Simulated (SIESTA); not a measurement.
The system is HfO2.

```
Hf O
1.0
     5.11800    0.00000    0.00000
     0.00000    5.18570    0.00000
    -0.85866    0.00000    5.21387
Hf O
4 8
Direct
  0.27550 0.46030 0.70800
  0.72450 0.96030 0.79200
  0.72450 0.53970 0.29200
  0.27550 0.03970 0.20800
  0.07420 0.16840 0.84670
  0.92580 0.66840 0.65330
  0.92580 0.83160 0.15330
  0.07420 0.33160 0.34670
  0.44870 0.74190 0.98010
  0.55130 0.24190 0.51990
  0.55130 0.25810 0.01990
  0.44870 0.75810 0.48010
```

Base run:

| Quantity | Value |
| --- | --- |
| Program | SIESTA 5.4.2 |
| Functional | RPBE |
| Potentials or basis | PseudoDojo 0.4 standard (PBE files) |
| Basis | DZP (energy shift 0.003 Ry; two zetas on semicore shells) |
| Grid cutoff | 800 Ry |
| Energy shift | 0.003 Ry |
| k mesh | 5 × 5 × 5 |
| Occupations | fermi-dirac, width 0.05 eV |
| Spin | no spin polarisation |

Its results: band gap on the k mesh 4.09 eV, indirect (least direct gap 4.16 eV); pressure 12.8 GPa; largest force 0.535 eV/Å.

The run is repeated on the same cell with these changes: functional from RPBE to LDA; potentials or basis from PseudoDojo 0.4 standard (PBE files) to PseudoDojo 0.4 standard (LDA files). What comes out?

Band gap on the k mesh 3.84 eV, indirect (least direct gap 3.92 eV); pressure -6.3 GPa; largest force 0.439 eV/Å.

Caveats: short orbitals over semicore shells can move pressures by several GPa; spin-orbit coupling is left out, which moves the levels of the heavy elements; the basis of atomic orbitals isn't converged, which shifts pressures, moduli and gaps; the potentials were made for another functional, which shifts forces and pressure (some runs).

A k mesh can miss the band edges.
